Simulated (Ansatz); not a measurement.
# Zn in Ansatz: the effect of functional

The system is Zn.

```
Zn
1.0
     2.67000    0.00000    0.00000
    -1.33500    2.31229    0.00000
     0.00000    0.00000    4.96600
Zn
2
Cartesian
  1.3350 0.7708 3.7245
  0.0000 1.5415 1.2415
```

Alike in all runs:

```yaml
Program: Ansatz 0.2.0
Task: band structure
Potentials_or_basis: Ansatz PAW
k_mesh: 7 × 7 × 3
Occupations: fermi-dirac, width 0.05 eV
Spin: no spin polarisation
```

```tsv
functional	cutoff	pressure (GPa)
LDA	420 eV (not typed: the program's choice for these potentials)	?
PBE	420 eV (not typed: the program's choice for these potentials)	-1.0
PBEsol	420 eV (not typed: the program's choice for these potentials)	-5.9
RPBE	420 eV (not typed: the program's choice for these potentials)	2.1
revPBE	420 eV (not typed: the program's choice for these potentials)	1.3
BLYP	420 eV (not typed: the program's choice for these potentials)	4.9
r2SCAN	500 eV (not typed: the program's choice for these potentials)	-5.1
```

Task: What does the run with functional LDA give?

Result: Pressure -9.3 GPa.

Caveats: all runs use coarse meshes; the PAW data sets come from PBE, with cores solved anew for the run's functional, which leaves a small shift of forces and pressure (some runs).
